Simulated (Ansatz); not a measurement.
# BaTe: how the settings move a single-point run

Aim: see which settings change the result for BaTe, by how much, and at what cost. The cell is built on a prototype (zincblende) and needn't be the phase found in nature.

Computed with Ansatz 0.2.0 (reference: DFT, PBE, plane waves, PAW, unless a step's input says otherwise).

1 further run of the same task is left out (for a known fault of the program).

## 1. The structure to begin with

It takes space group F-43m (No. 216, cubic). Conventional cell: a = 7.828 Å, b = 7.828 Å, c = 7.828 Å, α = 90.00°, β = 90.00°, γ = 90.00°. Ba (site symmetry -43m) has 4 Te at 3.39 Å as nearest neighbours. Around Te (site symmetry -43m) lie 4 Ba at 3.39 Å.

Coordinates:

```
CELL_PARAMETERS angstrom
0.00000 3.91416 3.91416
3.91416 0.00000 3.91416
3.91416 3.91416 0.00000
ATOMIC_POSITIONS crystal
Ba 0.00000 0.00000 0.00000
Te 0.25000 0.25000 0.25000
```

## 2. Reference

File input.yaml:

```yaml
crystal:
  lattice:
    - [0.0, 3.9141586662, 3.9141586662]
    - [3.9141586662, 0.0, 3.9141586662]
    - [3.9141586662, 3.9141586662, 0.0]
  atoms:
    - { symbol: Ba, position: [0.0, 0.0, 0.0] }
    - { symbol: Te, position: [0.25, 0.25, 0.25] }
kpoints:
  mp_grid: { grid: [4, 4, 4] }
hamiltonian:
  xc: pbe
scf:
  occupations: { method: fixed }
  n_extra_bands: 4
output:
  forces: true
  stress: true
  eigenvalues: true
  write_density: true
  write_potential: true
  elf: true
  volumetric_format: npy
```

Run with:

```bash
ansatz run input.yaml --threads 4 --pin off --max-ram 3686MiB --backend cpu --events-out ev --progress --plain --runs-dir out
```

## 3. Variant: exchange pbe, correlation pbe, coeff 0.5, omega 0.2078

Edit input.yaml of step 2 so:

```diff
@@ -11,3 +11,6 @@
 hamiltonian:
-  xc: pbe
+  xc:
+    exchange: pbe
+    correlation: pbe
+    exx: { coeff: 0.5, omega: 0.2078 }
 scf:
@@ -19,5 +22 @@
   eigenvalues: true
-  write_density: true
-  write_potential: true
-  elf: true
-  volumetric_format: npy
```

**Question.** What will these runs give? Wanted: for each run, ending; energy change; pressure; gap; force.

**Answer**, as computed:

```
                                                      run     ending   energy change  pressure (GPa)  gap (eV)  force (eV/Å)  cycles   time
                                                reference  converged               -             0.0      2.57          0.00       6  1.6 s
1: exchange pbe, correlation pbe, coeff 0.5, omega 0.2078  converged  not comparable            -0.2      4.10          0.00      15   33 s
```

Times don't compare one to one where runs were asked for different outputs or read a saved state (see the inputs); cycles may leave out searches for a lower state.

Residual by cycle in the longest SCF loop of each run; runs are numbered as in the table. The quantity is the density residual dr2, in eV.

```
cycle  reference    run 1
    1    0.00126   0.0308
    2     1.3e-4  0.00533
    3     3.3e-5  0.00179
    4     6.2e-7   3.2e-4
    5     2.1e-8   6.3e-5
    6    5.6e-10   1.2e-5
```

After a change of functional the difference of the totals has no physical meaning; the gap on the mesh goes from 2.57 to 4.10 eV. The gap of the reference lacks spin-orbit coupling, though the cell holds Te and Ba.
